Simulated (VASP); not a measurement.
Here is a VASP 6.6.1 calculation.

File POSCAR:

```
ZrC
1.0
    0.0000000000      2.3650000000      2.3650000000
    2.3650000000      0.0000000000      2.3650000000
    2.3650000000      2.3650000000      0.0000000000
Zr C
1 1
Direct
    0.5000000000      0.5000000000      0.5000000000
    0.0000000000      0.0000000000      0.0000000000
```

Contents of INCAR.step1:

```
  PREC = Accurate
  ENCUT = 600
  EDIFF = 1E-8
  ISMEAR = 0
  SIGMA = 0.02
  LREAL = F
  LASPH = T
  NELM = 100
  ALGO = Normal
  ISIF = 3
  LWAVE = F
  LCHARG = F
  GGA = PS
  IBRION = 2
  NSW = 40
  EDIFFG = -0.002
```

INCAR.step2

```
  PREC = Accurate
  ENCUT = 600
  EDIFF = 1E-8
  ISMEAR = 0
  SIGMA = 0.02
  LREAL = F
  LASPH = T
  NELM = 100
  ALGO = Normal
  ISIF = 3
  LWAVE = F
  LCHARG = F
  GGA = PS
  IBRION = 6
  NFREE = 2
  POTIM = 0.015
  NSW = 1
```

Contents of KPOINTS:

```
regular mesh
0
Gamma
  7 7 7
```

Potentials or basis: VASP PAW PBE potentials, release 64 (Zr_sv, C).

Run with:

```console
$ cat potpaw_PBE.64/Zr_sv/POTCAR potpaw_PBE.64/C/POTCAR > POTCAR
$ cp INCAR.step1 INCAR
$ mpirun -np 1 vasp_std > vasp.out
$ cp CONTCAR POSCAR
$ cp INCAR.step2 INCAR
$ mpirun -np 1 vasp_std > vasp.out
```

Question: Estimate the elastic constants C11, C12, C44.

Answer: 485, 113, 147 GPa.

Question: Estimate the Voigt bulk modulus.

Answer: 237 GPa.

Question: Estimate the highest phonon frequency at Γ, LO-TO splitting left out.

Answer: 411 cm⁻¹.

Elastic tensor in Voigt notation (GPa, in the Cartesian axes of the cell as first typed):
```
485 113 113   0   0   0
113 485 113   0   0   0
113 113 485   0   0   0
  0   0   0 147   0   0
  0   0   0   0 147   0
  0   0   0   0   0 147
```

Caveat: the PAW data sets were made with another functional, which shifts forces and pressure a little.
